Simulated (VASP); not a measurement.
The system is GaN.

```
Ga N
1.0
     3.18000    0.00000    0.00000
    -1.59000    2.75396    0.00000
     0.00000    0.00000    5.16600
Ga N
2 2
Cartesian
  0.0000 1.8360 0.0000
  1.5900 0.9180 2.5830
  0.0000 1.8360 1.9373
  1.5900 0.9180 4.5203
```

| Quantity | Value |
| --- | --- |
| Program | VASP 6.6.1 |
| Task | relaxation of cell and atoms |
| Functional | LDA |
| Potentials or basis | VASP PAW LDA potentials, release 64 (Ga_d, N) |
| Cutoff | 600 eV |
| k mesh | 12 × 12 × 7 |
| Occupations | fermi-dirac, width 0.05 eV |
| Spin | no spin polarisation |

At the start: pressure -3.6 GPa; volume 11.31 Å³/atom.

Task: Where does the relaxation end?

Result: Over 6 steps the energy falls by 2.7 meV/atom and the volume is 11.11 Å³/atom (-1.8 %); space group P6_3mc (No. 186, to 0.05 Å).

The path:
| step | energy change (eV) | largest force (eV/Å) | pressure (GPa) | volume (Å³) |
| --- | --- | --- | --- | --- |
| 1 | 0.0000 | 0.1280 | -3.61 | 45.24 |
| 2 | 0.0006 | 0.1174 | 4.01 | 43.59 |
| 3 | -0.0108 | 0.0145 | -0.01 | 44.42 |
| 4 | -0.0108 | 0.0085 | 0.26 | 44.40 |
| 5 | -0.0108 | 0.0012 | -0.32 | 44.51 |
| 6 | -0.0109 | 0.0095 | -0.06 | 44.43 |

Final structure:
```xyz
4
Lattice="3.1568 0.0000 0.0000 -1.5784 2.7339 0.0000 0.0000 0.0000 5.1479" Properties=species:S:1:pos:R:3 pbc="T T T"
Ga    0.0000    1.8226    5.1447
Ga    1.5784    0.9113    2.5708
N     0.0000    1.8226    1.9336
N     1.5784    0.9113    4.5076
```
